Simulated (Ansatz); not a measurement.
# Co7 slab, Co7H slab: relaxing the atoms

The task, for Co7 slab, Co7H slab: 2 runs in a chain (relaxing the atoms).

Method: DFT LDA, scalar-relativistic, plane waves, PAW, in Ansatz 0.2.0.

### Step 1. The system as given

It takes space group P-6m2 (No. 187, hexagonal). Conventional cell: a = 2.507 Å, b = 2.507 Å, c = 26.207 Å, α = 90.00°, β = 90.00°, γ = 120.00°. Co (site symmetry 3m) has 9 Co at 2.50 to 2.51 Å as nearest neighbours. Around Co (site symmetry 3m) lie 12 Co at 2.50 to 2.51 Å. Co (site symmetry -6m2) has 12 Co at 2.50 to 2.51 Å as nearest neighbours.

Coordinates:

```cif
data_structure
_symmetry_space_group_name_H-M 'P 1'
_symmetry_Int_Tables_number 1
_cell_length_a 2.5070
_cell_length_b 2.5070
_cell_length_c 26.2070
_cell_angle_alpha 90.000
_cell_angle_beta 90.000
_cell_angle_gamma 60.000
_cell_volume 142.65
loop_
_atom_site_label
_atom_site_type_symbol
_atom_site_fract_x
_atom_site_fract_y
_atom_site_fract_z
_atom_site_occupancy
Co1 Co 0.00000 0.00000 0.26710 1
Co2 Co 0.66667 0.66667 0.34474 1
Co3 Co 0.00000 0.00000 0.42237 1
Co4 Co 0.66667 0.66667 0.50000 1
Co5 Co 0.00000 0.00000 0.57763 1
Co6 Co 0.66667 0.66667 0.65526 1
Co7 Co 0.00000 0.00000 0.73290 1
```

### Step 2. Relaxing the atoms: Co7 slab

File input.yaml:

```yaml
crystal:
  lattice:
    - [2.507, 0.0, 0.0]
    - [1.2535, 2.17112569, 0.0]
    - [0.0, 0.0, 26.207]
  atoms:
    - { symbol: Co, position: [0.0, 0.0, 0.2671042088] }
    - { symbol: Co, position: [0.6666666667, 0.6666666667, 0.3447361392] }
    - { symbol: Co, position: [0.0, 0.0, 0.4223680696] }
    - { symbol: Co, position: [0.6666666667, 0.6666666667, 0.5] }
    - { symbol: Co, position: [0.0, 0.0, 0.5776319304] }
    - { symbol: Co, position: [0.6666666667, 0.6666666667, 0.6552638608] }
    - { symbol: Co, position: [0.0, 0.0, 0.7328957912] }
scf:
  occupations: { method: gaussian, width: 0.1 }
output:
  forces: true
  stress: false
  write_density: true
  write_potential: true
  elf: true
  volumetric_format: npy
hamiltonian:
  xc: lda
magnetization:
  spin_polarized: true
efield:
  axis: 3
  dipole_correction: true
kpoints:
  mp_grid: { grid: [16, 16, 1] }
relax:
  f_tol: 0.01
```

Command:

```sh
> ansatz run input.yaml --threads 8 --pin off --max-ram 24576MiB --backend cpu --events-out ev --progress --plain --runs-dir out
```

What it wrote:

```text
Warning: RAYON_NUM_THREADS=8 ignored (pool sized by the plan → 8); use --threads N
band count auto-derived: 77 (N_el = 119.0; filled up to band 60; 72 by the electrons, moments and atoms)
Engine: ansatz 0.2.0, x86_64-unknown-linux-gnu
Pseudopotentials: kind: paw
Pseudopotential: Co, paw, valence charge 17, recommended cutoff 420 eV (normal), Co.paw.azcp
Functional definition: SPW92
  exchange = slater_x
  correlation = pw_c
Crystal: 7 atoms, lattice volume = 142.645 Å³
Basis set: ecut = 420 eV, 2769 PW (Γ)
Bands: 77, of which v1, the nominal top of the filled ones, is band 60 counted from 1 (59 counted from 0)
Symmetry: 6 space group operations
k-points: 30 of 256 (time reversal used)
Non-local potential: Co, projectors of the file, l = 0: 3, l = 1: 2, l = 2: 3, l = 3: 1
PAW form: soft (Blöchl's): semilocal exchange-correlation on the pseudo side does not see the compensation charge
PAW frozen core: Co, regenerated for the run's functional, and the local potential with it (the file was generated under x = pbe(κ = 0.804, μ = 0.2195149727645171), c = pbe(β = 0.06672455060314922))
PAW one-centre angular grid: Co, 590 points (default); XC on 64 Gauss nodes
Initial density: superposition of atomic densities (neutral atoms: chi_scale 0, normalization atom)
Initial wavefunctions: pseudopotential atomic-orbital guess
Functional: x = slater, c = lda
SCF iter   1: F=—  HF=-35436.931424 eV  |F-HF|=—  |Δ(HF+E_count)|=         —  Δρ=4.59e-2 (↑4.59e-2 ↓4.59e-2)  dr2=9.06e1  dr2_m=0.00e0  M=0.000 μB ∫|m|=0.000 μB  β_m=0.30  ethr=3.10e-3  p=0.000 e·Å  D=2.80e-13 V/Å  ΔV_dip=-0.00 eV  dr2_dipole=4.92e-6  V_vac-E_F(+/−)=9.54/9.54 eV  ⟨swp⟩=7.6  Hψ=10081  notcnv=0  defer=60
efield: sawtooth ramp at fractional position 0.9500 (placed from the atoms, in the widest stretch of the axis that holds none; the zero of the levels goes with the place), width 0.1000; the density the first Hamiltonian is built on has a dipole p = 0.000 e·Å; the dipole correction subtracts the counter field D = 2.80e-13 V/Å, which shifts the + side's vacuum level by -0.00 eV against the − side's; the planar-averaged density in the ramp window peaks in size at 1.9e-5 e/Å³
preconditioner: auto → LDOS  [metal: Δε(μ)=0.007 eV  Ē_g=6.851 eV  σ=0.100 eV  W_gap=0.04  n_scr=22 (ndim 8)  ℏωp=24.7 eV  f_vac=0.414  D(μ)=24.99/eV (n_scr^D=418)]
spin=Collinear: LDOS preconditioning applied to the charge; magnetization (m = ρ↑ − ρ↓) channel mixes plain (no charge-response kernel on spin).
SCF iter   2: F=—  HF=-35435.743870 eV  |F-HF|=—  |Δ(HF+E_count)|=    1.19e0  Δρ=2.78e-2 (↑2.78e-2 ↓2.78e-2)  dr2=2.55e1  dr2_m=0.00e0  M=0.000 μB ∫|m|=0.000 μB  β_m=0.34  ethr=3.10e-3  p=0.000 e·Å  D=4.15e-5 V/Å  ΔV_dip=-0.00 eV  dr2_dipole=1.28e-6  V_vac-E_F(+/−)=8.19/8.19 eV  ⟨swp⟩=2.4  Hψ=3719  notcnv=0  defer=169
density mixer auto → msr1: a metal under ldos (density of states about μ 5.45 of a free-electron gas's, 22 screened modes)
SCF iter   3: F=—  HF=-35435.384079 eV  |F-HF|=—  |Δ(HF+E_count)|=   3.60e-1  Δρ=7.53e-3 (↑7.53e-3 ↓7.53e-3)  dr2=1.66e0  dr2_m=0.00e0  M=0.000 μB ∫|m|=0.000 μB  β_m=0.35  ethr=3.10e-3  p=0.000 e·Å  D=3.65e-5 V/Å  ΔV_dip=-0.00 eV  dr2_dipole=1.21e-8  V_vac-E_F(+/−)=6.74/6.75 eV  ⟨swp⟩=2.2  Hψ=2366  notcnv=0  defer=169
SCF iter   4: F=—  HF=-35428.319220 eV  |F-HF|=—  |Δ(HF+E_count)|=    7.06e0  Δρ=2.21e-1 (↑2.18e-1 ↓2.21e-1)  dr2=6.54e0  dr2_m=6.26e1  M=14.835 μB ∫|m|=14.835 μB  ethr=1.40e-3  p=0.000 e·Å  D=2.55e-5 V/Å  ΔV_dip=-0.00 eV  dr2_dipole=3.23e-8  V_vac-E_F(+/−)=5.49/5.49 eV  ⟨swp⟩=2.1  Hψ=2379  notcnv=0  defer=169
Mixer restart at iter 4: flushing history
SCF iter   5: F=—  HF=-35436.686836 eV  |F-HF|=—  |Δ(HF+E_count)|=         —  Δρ=3.39e-2 (↑2.02e-2 ↓3.39e-2)  dr2=1.10e1  dr2_m=3.45e-1  M=12.132 μB ∫|m|=12.517 μB  β_m=0.35  ethr=1.40e-3  p=0.000 e·Å  D=2.55e-5 V/Å  ΔV_dip=-0.00 eV  dr2_dipole=6.19e-8  V_vac-E_F(+/−)=5.84/5.84 eV  ⟨swp⟩=3.8  Hψ=9130  notcnv=0  defer=328
[... 67 lines left out ...]
SCF converged after 2 iterations
Stability not checked: this state was not tested for a lower state beside it, because the mixer in use, unlike msr1, does not test its closes by its own steps (another_mixer; see scf.mixing.algorithm and scf.lower_state_search)
Magnetization: 11.0137 μB (65.0068 up, 53.9932 down)
Absolute magnetization: 11.7748 μB (∫|ρ↑−ρ↓|, with the PAW one-centre terms)
Spin contamination: 0.1424 ħ² per cell (⟨S²⟩ above its minimum at these occupations)
Per-site moments (μB) at R_I (Å): [(1.6958760951631353, 0.9719769023738478), (1.6179810314878296, 0.9719769023738478), (1.549843421050687, 0.9900075520776579), (1.5847684069722447, 0.9900075429093534), (1.5498435661722665, 0.9900075429093534), (1.6179813926470858, 0.9719772058385076), (1.6958762572295556, 0.9719772058385076)]
Free energy (F): -35437.286930 eV
Harris-Foulkes:  -35437.286930 eV  (|F-HF|=1.50e-7)
Internal energy: -35437.263011 eV  (E = F + TS)
E sigma→0 (E₀):  -35437.274971 eV
Entropy (-TS):   -0.023919 eV (-3.417 meV/atom)
Fermi energy:    7.318001 eV
Dipole field:    D = -0.000002 V/Å  (p = -0.000002 e·Å, saw-weighted, corrected)
Work function:   Φ+ = 5.2288 eV   Φ− = 5.2287 eV
Levels:          The Fermi level and band energies are counted from a zero that moves with the ramp; work functions are not
--- Per-component energies (eV) ---
  E_band       = -3026.319204
  E_kinetic    = 3181.351727
  E_local      = -268948.595106  (includes V_loc(G=0)·N_el)
  E_nonlocal   = 3219.937307
  E_hartree    = 132190.631951
  E_xc         = -1102.188610
  E_vxc        = -1430.863031  (∫ρ·V_xc dr)
  E_paw        = -10170.336076  (= ΣΔE_a)
  E_vpaw       = -3429.355894  (= ΣTr[D̂ρ^β])
  E_aug_tail   = 0.000212  (compensation charges beyond the density's cutoff)
  E_efield     = 0.000000  (sawtooth field / dipole correction)
  E_vefield    = 0.000000  (∫n·V_field dr)
  E_ewald      = 106189.007829
  E_core_change = 2.927754  (= ΣΔE_core)
  E_smearing   = -0.023919  (= −TS)
  E_closure    = -0.000000  (closes the sum)
  Σ components = -35437.286930   (vs F -35437.286930, Δ=0.00e0)
--- Forces (eV/Å), atoms counted from 1 ---
  atom   1  Co    -0.00000000    -0.00000000     0.00278139
  atom   2  Co     0.00000000     0.00000000    -0.00292155
  atom   3  Co     0.00000000     0.00000000     0.00298526
  atom   4  Co    -0.00000000    -0.00000000     0.00000109
  atom   5  Co     0.00000000     0.00000000    -0.00298230
  atom   6  Co    -0.00000000    -0.00000000     0.00292687
  atom   7  Co    -0.00000000    -0.00000000    -0.00278886
  max |Σ_I F_I| component: 1.89e-6 eV/Å
--- Band table (eV; the first three rows and the last of 60) ---
[... 4 lines left out ...]
--- Relaxed structure (5 steps of the walk, 5 accepted, 0 SCFs on fresh bases) ---
  F+E_penalty+E_count = -35437.28693034 eV   max|allowed force component| = 2.985e-3 eV/Å
  atoms:
    - { symbol: Co, position: [1.6972795532292648e-17, 1.6155872691164033e-27, 0.28172868011816526], spin: 1.73 }
    - { symbol: Co, position: [0.6666666666666667, 0.6666666666666666, 0.3526771476875616], spin: 1.65 }
    - { symbol: Co, position: [5.3169415051242305e-18, 1.615587269046056e-27, 0.4269493690316631], spin: 1.6 }
    - { symbol: Co, position: [0.6666666666666667, 0.6666666666666666, 0.4999999912756441], spin: 1.62 }
    - { symbol: Co, position: [-5.3169629863723e-18, 1.61558821525162e-27, 0.5730506124564101], spin: 1.6 }
    - { symbol: Co, position: [0.6666666666666667, 0.6666666666666666, 0.6473228481433431], spin: 1.65 }
    - { symbol: Co, position: [-1.697275908076512e-17, 1.615587742126557e-27, 0.7182713512872131], spin: 1.73 }
```

Run time: 59 s. Hardware: 8 threads of Intel Xeon Platinum 8488C (Sapphire Rapids), shared host; peak memory 1.2 GiB.

The steps of the relaxation:

```csv
step,E - E(step 1) (eV/cell),largest force component (eV/Å)
1,0.0000,1.0842
2,-0.2818,0.6678
3,-0.3868,0.1440
4,-0.3887,0.0030
5,-0.3887,0.0030
```

Step 1 is the start.

The cell repeats along c, and a dipole correction in the vacuum removes the field between the copies.

Per atom:

```csv
atom,moment in the atom's sphere (μB)
Co1,1.70
Co2,1.62
Co3,1.55
Co4,1.58
Co5,1.55
Co6,1.62
Co7,1.70
```

Density in a lattice plane of the grid's cell (edges 2.51 and 26.21 Å, at 0.000 of the third edge), which holds Co.

Values in e/Å³, 12 rows by 6 columns:
```
 0.00  0.00  0.00  0.00  0.00  0.00
 0.00  0.00  0.00  0.00  0.00  0.00
 0.76  0.44  0.20  0.15  0.20  0.44
 0.35  0.34  0.49  0.65  0.49  0.34
28.44  7.69  0.79  0.33  0.79  7.69
 0.26  0.37  0.89  1.59  0.91  0.37
28.44  7.69  0.79  0.33  0.79  7.69
 0.35  0.34  0.49  0.65  0.49  0.34
 0.76  0.44  0.20  0.15  0.20  0.44
 0.00  0.00  0.00  0.00  0.00  0.00
 0.00  0.00  0.00  0.00  0.00  0.00
 0.00  0.00  0.00  0.00  0.00  0.00
```
Columns run along the first of these edges and rows up along the second, over one cell in 6 and 12 even steps from the bottom left corner. Atoms in the plane (fractional): Co at (0.00, 0.28), Co at (0.00, 0.43), Co at (1.00, 0.57), Co at (1.00, 0.72).

ELF in the same plane.

Values, 12 rows by 6 columns:
```
0.00 0.00 0.00 0.00 0.00 0.00
0.01 0.01 0.01 0.01 0.01 0.01
0.18 0.15 0.19 0.31 0.19 0.15
0.35 0.28 0.17 0.16 0.17 0.28
0.94 0.62 0.18 0.25 0.18 0.62
0.32 0.21 0.19 0.24 0.19 0.21
0.94 0.62 0.18 0.25 0.18 0.62
0.35 0.28 0.17 0.16 0.17 0.28
0.18 0.15 0.19 0.31 0.19 0.15
0.01 0.01 0.01 0.01 0.01 0.01
0.00 0.00 0.00 0.00 0.00 0.00
0.00 0.00 0.00 0.00 0.00 0.00
```
Columns run along the first of these edges and rows up along the second, over one cell in 6 and 12 even steps from the bottom left corner. Atoms in the plane (fractional): Co at (0.00, 0.28), Co at (0.00, 0.43), Co at (1.00, 0.57), Co at (1.00, 0.72).

Both are smooth fields of the valence electrons: close to the nuclei they are not physical.

Spin density (up less down) in a lattice plane of the grid's cell (edges 2.51 and 26.21 Å, at 0.000 of the third edge), which holds Co.

Ten even steps from ' ' (-0.02 e/Å³) to '@' (1.26 e/Å³):
```
            
            
            
            
..          
@@::      ::
      ..    
..          
--..      ..
      ..    
--..      ..
..          
      ..    
@@::      ::
..          
            
            
            
            
            
```
Columns run along the first of these edges and rows up along the second, over one cell in 6 and 20 even steps from the bottom left corner. Atoms in the plane (fractional): Co at (0.00, 0.28), Co at (0.00, 0.43), Co at (1.00, 0.57), Co at (1.00, 0.72).

### Step 3. Relaxing the atoms: Co7H slab

Changes to input.yaml since step 2:

```diff
@@ -13,2 +13,3 @@
     - { symbol: Co, position: [0.0, 0.0, 0.7328957912] }
+    - { symbol: H, position: [0.3333333333, 0.3333333333, 0.7691456481] }
 scf:
@@ -18,6 +19,2 @@
   stress: false
-  write_density: true
-  write_potential: true
-  elf: true
-  volumetric_format: npy
 hamiltonian:
```

Command:

```sh
> ansatz run input.yaml --threads 8 --pin off --max-ram 24576MiB --backend cpu --events-out ev --progress --plain --runs-dir out
```

What it wrote:

```text
Warning: RAYON_NUM_THREADS=8 ignored (pool sized by the plan → 8); use --threads N
band count auto-derived: 79 (N_el = 120.0; filled up to band 60; 72 by the electrons, moments and atoms)
Engine: ansatz 0.2.0, x86_64-unknown-linux-gnu
Pseudopotentials: kind: paw
Pseudopotential: Co, paw, valence charge 17, recommended cutoff 420 eV (normal), Co.paw.azcp
Pseudopotential: H, paw, valence charge 1, recommended cutoff 420 eV (normal), H.paw.azcp
Functional definition: SPW92
  exchange = slater_x
  correlation = pw_c
Crystal: 8 atoms, lattice volume = 142.645 Å³
Basis set: ecut = 420 eV, 2769 PW (Γ)
Bands: 79, of which v1, the nominal top of the filled ones, is band 60 counted from 1 (59 counted from 0)
Symmetry: 6 space group operations
Space group: P3m1 (ITA 156), of the structure as read, at distance tolerance 5.2e-5 Å
k-points: 30 of 256 (time reversal used)
Non-local potential: Co, projectors of the file, l = 0: 3, l = 1: 2, l = 2: 3, l = 3: 1
Non-local potential: H, projectors of the file, l = 0: 2, l = 1: 1
PAW form: soft (Blöchl's): semilocal exchange-correlation on the pseudo side does not see the compensation charge
PAW frozen core: Co, regenerated for the run's functional, and the local potential with it (the file was generated under x = pbe(κ = 0.804, μ = 0.2195149727645171), c = pbe(β = 0.06672455060314922))
PAW one-centre angular grid: Co, 590 points (default); XC on 64 Gauss nodes
PAW one-centre angular grid: H, 110 points (default); XC on 64 Gauss nodes
Initial density: superposition of atomic densities (neutral atoms: chi_scale 0, normalization atom)
Initial wavefunctions: pseudopotential atomic-orbital guess
Functional: x = slater, c = lda
SCF iter   1: F=—  HF=-35453.334414 eV  |F-HF|=—  |Δ(HF+E_count)|=         —  Δρ=4.19e-2 (↑4.19e-2 ↓4.19e-2)  dr2=7.93e1  dr2_m=0.00e0  M=0.000 μB ∫|m|=0.000 μB  β_m=0.30  ethr=3.10e-3  p=-0.000 e·Å  D=-1.28e-6 V/Å  ΔV_dip=0.00 eV  dr2_dipole=4.69e1  V_vac-E_F(+/−)=9.60/9.60 eV  ⟨swp⟩=7.9  Hψ=10624  notcnv=0  defer=84
efield: sawtooth ramp at fractional position 0.9681 (placed from the atoms, in the widest stretch of the axis that holds none; the zero of the levels goes with the place), width 0.1000; the density the first Hamiltonian is built on has a dipole p = -0.000 e·Å; the dipole correction subtracts the counter field D = -1.28e-6 V/Å, which shifts the + side's vacuum level by +0.00 eV against the − side's; the planar-averaged density in the ramp window peaks in size at 6.5e-5 e/Å³
preconditioner: auto → LDOS  [metal: Δε(μ)=0.003 eV  Ē_g=7.554 eV  σ=0.100 eV  W_gap=0.02  n_scr=22 (ndim 8)  ℏωp=24.9 eV  f_vac=0.401  D(μ)=23.34/eV (n_scr^D=380)]
spin=Collinear: LDOS preconditioning applied to the charge; magnetization (m = ρ↑ − ρ↓) channel mixes plain (no charge-response kernel on spin).
SCF iter   2: F=—  HF=-35452.284010 eV  |F-HF|=—  |Δ(HF+E_count)|=    1.05e0  Δρ=2.29e-2 (↑2.29e-2 ↓2.29e-2)  dr2=2.27e1  dr2_m=0.00e0  M=0.000 μB ∫|m|=0.000 μB  β_m=0.35  ethr=3.10e-3  p=0.003 e·Å  D=3.95e-3 V/Å  ΔV_dip=-0.10 eV  dr2_dipole=1.51e1  V_vac-E_F(+/−)=8.10/8.20 eV  ⟨swp⟩=2.7  Hψ=3797  notcnv=0  defer=215
density mixer auto → msr1: a metal under ldos (density of states about μ 5.20 of a free-electron gas's, 22 screened modes)
SCF iter   3: F=—  HF=-35445.060106 eV  |F-HF|=—  |Δ(HF+E_count)|=    7.22e0  Δρ=2.23e-1 (↑2.11e-1 ↓2.23e-1)  dr2=9.47e0  dr2_m=6.11e1  M=14.550 μB ∫|m|=14.551 μB  ethr=3.10e-3  p=0.008 e·Å  D=1.06e-2 V/Å  ΔV_dip=-0.28 eV  dr2_dipole=8.22e-3  V_vac-E_F(+/−)=5.88/6.15 eV  ⟨swp⟩=2.2  Hψ=3235  notcnv=0  defer=215
Mixer restart at iter 3: flushing history
SCF iter   4: F=—  HF=-35453.183487 eV  |F-HF|=—  |Δ(HF+E_count)|=         —  Δρ=3.25e-2 (↑2.71e-2 ↓3.25e-2)  dr2=1.55e1  dr2_m=4.14e-1  M=11.751 μB ∫|m|=12.183 μB  β_m=0.35  ethr=3.10e-3  p=0.008 e·Å  D=1.06e-2 V/Å  ΔV_dip=-0.28 eV  dr2_dipole=4.43e-2  V_vac-E_F(+/−)=6.23/6.51 eV  ⟨swp⟩=3.5  Hψ=8903  notcnv=0  defer=402
[... 75 lines left out ...]
[... from here on, the SCF cycles and remarks between the steps are left out, and one step in 5 is shown ...]
relax step   2: F+E_penalty+E_count = -35453.57679225 eV  Δ(F+E_penalty+E_count) = -2.461e-1 eV  max|allowed force component| = 6.932e-1 eV/Å  Δτ_max = 0.1948 Å  (11 SCF iters, dr2 threshold 7.23e-5 eV, accepted)
relax step   5: F+E_penalty+E_count = -35453.69782469 eV  Δ(F+E_penalty+E_count) = -1.018e-3 eV  max|allowed force component| = 2.169e-3 eV/Å  Δτ_max = 0.0174 Å  (13 SCF iters, dr2 threshold 3.01e-7 eV, accepted)
relax step   6: F+E_penalty+E_count = -35453.69782471 eV  Δ(F+E_penalty+E_count) = -1.836e-8 eV  max|allowed force component| = 2.176e-3 eV/Å  Δτ_max = 0.0000 Å  (2 SCF iters, accepted)
SCF converged after 2 iterations
Stability not checked: this state was not tested for a lower state beside it, because the mixer in use, unlike msr1, does not test its closes by its own steps (another_mixer; see scf.mixing.algorithm and scf.lower_state_search)
Magnetization: 10.4826 μB (65.2413 up, 54.7587 down)
Absolute magnetization: 11.2470 μB (∫|ρ↑−ρ↓|, with the PAW one-centre terms)
Spin contamination: 0.1289 ħ² per cell (⟨S²⟩ above its minimum at these occupations)
Per-site moments (μB) at R_I (Å): [(1.6821798914189212, 0.971092280835571), (1.603576775959185, 0.971092280835571), (1.5458943865487502, 0.9878527926603291), (1.5785878357119516, 0.9878527926603291), (1.5408090247517232, 0.9913254426711487), (1.5979623923141193, 0.9871233155666204), (1.1181289843854558, 0.6954531482562125), (-0.012891063277054662, 0.6954531482562125)]
Free energy (F): -35453.697825 eV
Harris-Foulkes:  -35453.697825 eV  (|F-HF|=3.99e-8)
Internal energy: -35453.665608 eV  (E = F + TS)
E sigma→0 (E₀):  -35453.681716 eV
Entropy (-TS):   -0.032217 eV (-4.027 meV/atom)
Fermi energy:    7.456820 eV
Dipole field:    D = 0.000168 V/Å  (p = 0.000132 e·Å, saw-weighted, corrected)
Work function:   Φ+ = 5.2067 eV   Φ− = 5.2110 eV
Levels:          The Fermi level and band energies are counted from a zero that moves with the ramp; work functions are not
Vacuum region:   at the solve's end the planar-averaged density reaches 2.43e-5 e/Å³ inside the ramp window [0.9300, 0.1063] (bound 1e-5 e/Å³), and -1.79e-5 e/Å³ on another of its planes; by the running means of the window's planes the mean density over a ramp is at most 1.20e-5 e/Å³, which is held to the bound (the quickstart, § The vacuum guard, A window that rings)
--- Per-component energies (eV) ---
  E_band       = -3014.847774
  E_kinetic    = 3196.491253
  E_local      = -268658.602639  (includes V_loc(G=0)·N_el)
  E_nonlocal   = 3219.389023
  E_hartree    = 132049.801805
  E_xc         = -1112.640658
  E_vxc        = -1444.519148  (∫ρ·V_xc dr)
  E_paw        = -10169.189753  (= ΣΔE_a)
  E_vpaw       = -3427.167301  (= ΣTr[D̂ρ^β])
  E_aug_tail   = -0.000831  (compensation charges beyond the density's cutoff)
  E_efield     = 0.000000  (sawtooth field / dipole correction)
  E_vefield    = 0.007348  (∫n·V_field dr)
  E_ewald      = 106018.158438
  E_core_change = 2.927754  (= ΣΔE_core)
  E_smearing   = -0.032217  (= −TS)
  E_closure    = -0.000000  (closes the sum)
  Σ components = -35453.697825   (vs F -35453.697825, Δ=0.00e0)
--- Forces (eV/Å), atoms counted from 1 ---
  atom   1  Co     0.00000000    -0.00000000    -0.00113194
  atom   2  Co    -0.00000000    -0.00000000    -0.00123227
  atom   3  Co     0.00000000     0.00000000     0.00027460
  atom   4  Co     0.00000000    -0.00000000    -0.00220220
  atom   5  Co     0.00000000     0.00000000     0.00067351
  atom   6  Co    -0.00000000    -0.00000000     0.00170031
  atom   7  Co    -0.00000000    -0.00000000     0.00034535
  atom   8  H      0.00000000     0.00000000     0.00136274
  max |Σ_I F_I| component: 2.10e-4 eV/Å
--- Relaxed structure (6 steps of the walk, 6 accepted, 0 SCFs on fresh bases) ---
  F+E_penalty+E_count = -35453.69782471 eV   max|allowed force component| = 2.176e-3 eV/Å
  atoms:
    - { symbol: Co, position: [3.3116156642261867e-18, -1.619075244352726e-17, 0.2839082657694392], spin: 1.75 }
    - { symbol: Co, position: [0.6666666666666667, 0.6666666666666666, 0.35475300251361164], spin: 1.67 }
    - { symbol: Co, position: [-8.4326861774617e-18, -1.6190752443527258e-17, 0.42905274434243923], spin: 1.62 }
    - { symbol: Co, position: [0.6666666666666667, 0.6666666666666666, 0.5018533309826735], spin: 1.64 }
    - { symbol: Co, position: [-1.879612975001103e-17, -1.6190752443527258e-17, 0.5753870282197551], spin: 1.61 }
    - { symbol: Co, position: [0.6666666666666667, 0.6666666666666666, 0.6485904234269239], spin: 1.68 }
    - { symbol: Co, position: [-2.9641235906659026e-17, -1.6190752443527258e-17, 0.7213062914463212], spin: 1.2 }
    - { symbol: H, position: [0.33333333333333337, 0.3333333333333333, 0.7542945613988369], spin: -0.01 }
```

Run time: 62 s. Hardware: 8 threads of Intel Xeon Platinum 8488C (Sapphire Rapids), shared host; peak memory 1.1 GiB.

Step by step:

| step | E - E(step 1) (eV/cell) | largest force component (eV/Å) |
| --- | --- | --- |
| 1 | 0.0000 | 1.0755 |
| 2 | -0.2461 | 0.6932 |
| 3 | -0.3587 | 0.1525 |
| 4 | -0.3661 | 0.0694 |
| 5 | -0.3671 | 0.0022 |
| 6 | -0.3671 | 0.0022 |

Step 1 is the start.

Per atom:

```csv
atom,moment in the atom's sphere (μB)
Co1,1.68
Co2,1.60
Co3,1.55
Co4,1.58
Co5,1.54
Co6,1.60
Co7,1.12
H8,-0.01
```

### Step 4. Summary of results

| step | system | energy (eV) | gap on the mesh (eV) | moment (μB/cell) | largest site moment (μB) | time |
| --- | --- | --- | --- | --- | --- | --- |
| 2 | Co7 slab | -35437.275 | 0.00 | 11.01 | 1.70 | 59 s |
| 3 | Co7H slab | -35453.682 | n/a | 10.48 | 1.68 | 62 s |

Totals of different systems or levels have different zeros; only balanced differences at one level mean anything.

What this shows: The values hold for the settings typed; their convergence was not tested in this session.
